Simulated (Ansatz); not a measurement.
The system is MgS (Niningerite).

```
S Mg
1.0
     0.00000    2.60165    2.60165
     2.60165    0.00000    2.60165
     2.60165    2.60165    0.00000
S Mg
1 1
Direct
  0.50000 0.50000 0.50000
  0.00000 0.00000 0.00000
```

Base run:

```yaml
Program: Ansatz 0.2.0
Functional: PBE
Potentials_or_basis: Ansatz PAW
Cutoff: "420 eV (not typed: the program's choice for these potentials)"
k_mesh: 9 × 9 × 9
Occupations: fermi-dirac, width 0.05 eV
Spin: no spin polarisation
```

Its results: band gap on the k mesh 2.92 eV, indirect (least direct gap 3.72 eV); pressure 1.2 GPa.

Question: After a change of settings the same cell gave: band gap on the k mesh 2.69 eV, indirect (least direct gap 3.48 eV); pressure -3.3 GPa. Which change was it?
A. occupations from fermi-dirac, width 0.05 eV to gaussian, width 0.011 eV
B. functional from PBE to LDA
C. functional from PBE to RPBE
D. functional from PBE to PBEsol

Answer: B.

LDA binds more tightly than PBE, so the same cell stands under less pressure.

Caveats: the k mesh misses the band edges, so the gap on the mesh is wider than the one along the path; the PAW data sets come from PBE, with cores solved anew for the run's functional, which leaves a small shift of forces and pressure (some runs).
